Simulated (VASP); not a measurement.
Here is a VASP 6.6.1 calculation.

The input INCAR:

```
SYSTEM = CoO
ALGO = Fast ; EDIFF = 1E-6
EDIFFG = -0.01 ; ENCUT = 600
GGA = PE ; IBRION = 2
ISIF = 3 ; ISMEAR = -1
ISPIN = 2 ; LASPH = .True.
LCHARG = .False. ; LMAXMIX = 4
LORBIT = 11 ; LREAL = .False.
LWAVE = .False. ; MAGMOM = 2 0
NELM = 120 ; NSW = 60
PREC = Accurate ; SIGMA = 0.05
```

KPOINTS

```
k-points
0
Gamma
  8 8 7
  0 0 0
```

Contents of POSCAR:

```
CoO
1.0
    2.8284500000      0.0000000000      0.0000000000
   -1.4142300000      2.4495100000      0.0000000000
    0.0000000000      0.0000000000      2.7217200000
Co O
1 1
Direct
    0.0000000000      0.0000000000      0.5000000000
    0.6666700000      0.3333300000      0.0000000000
```

Potentials or basis: VASP PAW PBE potentials, release 64 (Co, O).

Launch:

```sh
$ cat potpaw_PBE.64/Co/POTCAR potpaw_PBE.64/O/POTCAR > POTCAR
$ mpirun -np 1 vasp_std > vasp.out
```

(1) Estimate the relaxed cell.

(2) Estimate the band gap on the k mesh.

(3) Estimate the net moment.

Answers

(1) a = 2.829 Å, b = 2.829 Å, c = 2.712 Å, α = 90.00°, β = 90.00°, γ = 120.00°.

(2) none (metal or under the smearing width).

(3) 3.00 μB per cell.

Caveat: a cell with one magnetic atom can't hold antiferromagnetic order, which such compounds often take; semilocal functionals often make such compounds metallic where correlation or magnetic order opens a gap, which also shifts bond lengths.
